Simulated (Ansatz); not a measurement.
## C under changes of volume

One of the cells (5.672 Å³/atom); the others are scaled copies at fixed shape and fractional positions:

```
CELL_PARAMETERS angstrom
0.00000 1.78337 1.78337
1.78337 0.00000 1.78337
1.78337 1.78337 0.00000
ATOMIC_POSITIONS crystal
C 0.75000 0.75000 0.75000
C 0.50000 0.50000 0.50000
```

This isn't the form of C at room conditions, which is graphite.

| Quantity | Value |
| --- | --- |
| Program | Ansatz 0.2.0 |
| Functional | PBE |
| Potentials or basis | Ansatz PAW |
| Cutoff | 420 eV (not typed: the program's choice for these potentials) |
| k mesh | 13 × 13 × 13 |
| Occupations | fermi-dirac, width 0.05 eV |
| Spin | no spin polarisation |

```csv
volume (Å³/atom),energy over the lowest point (meV/atom),pressure (GPa),gap on the mesh (eV)
5.332,34.65,32.2,4.29
5.445,15.80,21.1,4.24
5.558,4.51,11.0,4.20
5.672,0.00,1.8,4.15
5.785,1.76,-6.6,4.11
5.899,?,?,?
6.012,21.80,-21.2,4.03
```

Problem. What does the run at 5.899 Å³/atom give?

Solution. Energy over the lowest point 9.18 meV/atom; pressure -14.3 GPa; gap on the mesh 4.07 eV.

Worked out: A Birch-Murnaghan fit of order 3 (a polynomial in V^(-2/3)) to the other rows has its minimum at 5.69 Å³/atom with B0 = V·E''(V) = 434 GPa and B' = 3.8. It gives 9.25 meV/atom at 5.899 Å³/atom, against the run's 9.18, and -dE/dV = -14.3 GPa, against -14.3. A straight line through the other rows of the gap, of slope -2.16 eV per unit of ln V, gives 4.07 eV, against the run's 4.07.

Energies are extrapolated to zero smearing.

Caveats: odd divisions of the mesh miss points on the zone boundary, where band edges often lie, so the gap on the mesh can be too wide.

A mesh can miss the band edges.
